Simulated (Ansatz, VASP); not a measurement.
KI: VASP beside Ansatz

```
K I
1.0
     4.90615   -5.55311    0.00000
     4.90615    5.55311    0.00000
     0.00000    0.00000    4.91992
K I
2 2
Cartesian
  4.9062 -2.7766 2.4596
  4.9062 2.7766 2.4603
  2.4531 2.7766 0.0000
  2.4531 -2.7766 0.0000
```

Alike in both runs: functional PBE; k mesh 4 × 4 × 2; occupations gaussian, width 0.1 eV; no spin polarisation.

Ansatz relaxed the structure, and its values are those at the end. VASP's run is a single point on that final structure, the one shown.

```csv
,VASP,Ansatz
version,VASP 6.6.1,Ansatz 0.2.0
potentials or method,"VASP PAW PBE potentials, release 64 (K_sv, I)","scalar-relativistic, plane waves, PAW"
plane-wave cutoff (eV),520,420
valence electrons in the cell,32,52
```

|  | VASP | Ansatz | Ansatz less VASP |
| --- | --- | --- | --- |
| gap on the k mesh at the Fermi level (eV) | 3.31 | 3.31 | +0.001 |
| least direct gap on the mesh (eV) | 3.49 | 3.50 | +0.004 |
| pressure (GPa) | 0.0 | 0.0 | -0.01 |

The two sets of potentials don't hold the same shells in valence.

Caveats: the k mesh is coarse (spacing up to 0.64 Å⁻¹), so the values aren't converged; spin-orbit coupling is left out, which moves the levels of the heavy elements. A k mesh can miss the band edges.
